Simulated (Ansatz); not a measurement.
# Be: before and after

Level of theory: DFT PBE, scalar-relativistic, plane waves, PAW (Ansatz). Settings: cutoff 420 eV, Γ-centred meshes no coarser than 0.19 Å⁻¹ for metals and 0.3 Å⁻¹ for insulators (2π included), Gaussian smearing.

The start was the trigonal selenium type (P3_121, No. 152), relaxed within its symmetry, which ended in Im-3m (No. 229). A cell of 8 atoms (8 times the primitive one) was then disturbed at random, relaxed without symmetry and relaxed once more on a fine mesh. For metals, differences of a few meV/atom aren't resolved.

Before:

```
Be
1.0
    -1.25009    1.25009    1.25009
     1.25009   -1.25009    1.25009
     1.25009    1.25009   -1.25009
Be
1
Direct
  0.00000 0.00000 0.00000
```

After:

```cif
data_structure
_symmetry_space_group_name_H-M 'P6_3/mmc'
_symmetry_Int_Tables_number 194
_cell_length_a 2.2649
_cell_length_b 2.2649
_cell_length_c 3.5606
_cell_angle_alpha 90.000
_cell_angle_beta 90.000
_cell_angle_gamma 120.000
_cell_volume 15.82
loop_
_atom_site_label
_atom_site_type_symbol
_atom_site_symmetry_multiplicity
_atom_site_Wyckoff_symbol
_atom_site_fract_x
_atom_site_fract_y
_atom_site_fract_z
_atom_site_occupancy
Be1 Be 2 c 0.33333 0.66667 0.25000 1
```

Question: Is this a distortion of the same structure or a reconstruction, and what lowers the energy?

Answer: A reconstruction, from Im-3m (No. 229) to P6_3/mmc (No. 194). Each Be has on average 12 Be contacts in place of 14, shorter on average (2.31 → 2.24 Å). The result is the hcp structure.

Question: What does it gain?

Answer: 100 meV/atom, with the volume going from 7.81 to 7.91 Å³/atom.